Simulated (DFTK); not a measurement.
Wanted: the native input for a DFTK 0.8.2 run.

```yaml
Task: single point
Functional: PBEsol
Potentials_or_basis: dojo.nc.sr.pbesol.v0_4_1.standard.upf (PBEsol)
Cutoff: 1143 eV
k_mesh: 10 × 10 × 6
Occupations: fermi-dirac, width 0.05 eV
Spin: no spin polarisation
Valence_electrons: Ti 12
SCF_tolerance_on_the_density: 1e-06
```

Ti:

```
Ti
1.0
     2.95000    0.00000    0.00000
    -1.47500    2.55477    0.00000
     0.00000    0.00000    4.68000
Ti
2
Direct
  0.66667 0.33333 0.75000
  0.33333 0.66667 0.25000
```

The input as run:

run.jl

```julia
using DFTK
using PseudoPotentialData
using Unitful, UnitfulAtomic
using LinearAlgebra, Printf
include("save.jl")
disable_threading()

# lattice vectors are the columns
lattice = austrip(1u"Å") * [          2.95         -1.475            0.0;
                      0.0   2.5547749412            0.0;
                      0.0            0.0           4.68]
symbols   = [:Ti, :Ti]
positions = [[0.6666666667, 0.3333333333, 0.75],
             [0.3333333333, 0.6666666667, 0.25]]
pseudopotentials = PseudoFamily("dojo.nc.sr.pbesol.v0_4_1.standard.upf")
elements = Dict(s => ElementPsp(s, pseudopotentials) for s in unique(symbols))
atoms    = [elements[s] for s in symbols]

build_model(lattice, positions; symmetries=true) =
    model_DFT(lattice, atoms, positions;
              functionals=PBEsol(),
              temperature=austrip(0.05u"eV"),
              smearing=Smearing.FermiDirac(),
              symmetries)
Ecut  = 42.0  # hartree
kgrid = [10, 10, 6]
tol   = 1e-6
to_GPa = ustrip(uconvert(u"GPa", 1u"hartree/bohr^3"))

model = build_model(lattice, positions)
basis = PlaneWaveBasis(model; Ecut, kgrid)
display(basis)
scfres = self_consistent_field(basis;
                               tol,
                               nbandsalg=AdaptiveBands(model; n_bands_converge=17))
display(scfres.energies)
@printf "Fermi level: %.6f eV\n" ustrip(auconvert(u"eV", something(scfres.εF, NaN)))
forces = compute_forces_cart(scfres)
println("Forces (eV/Å)")
for (s, f) in zip(symbols, forces)
    @printf "%-3s %12.6f %12.6f %12.6f\n" s ustrip.(auconvert.(u"eV/Å", f))...
end
stress = compute_stresses_cart(scfres)
println("Stress (GPa)")
display(round.(stress * to_GPa; digits=4))
println("Levels at the first k-point (eV): ", round.(ustrip.(auconvert.(u"eV", scfres.eigenvalues[1][1:scfres.n_bands_converge])); digits=4))
save_scf!(scfres; forces, stress)
```

Potentials or basis: dojo.nc.sr.pbesol.v0_4_1.standard.upf (PBEsol).

The run is started by

```bash
$ julia --threads=1 run.jl  # save.jl only writes the numbers to a file and isn't shown; printed stress counts tension as positive; times include loading and compiling
```

It gave:

```json
{
 "Pressure": "-5.7 GPa",
 "Band gap on the k mesh": "none (metal or under the smearing width)"
}
```

Run time: 3.8 min on 1 thread of Intel(R) Xeon(R) Platinum 8259CL CPU @ 2.50GHz (Skylake/Cascade Lake), on a shared host, peak memory 1.9 GiB.
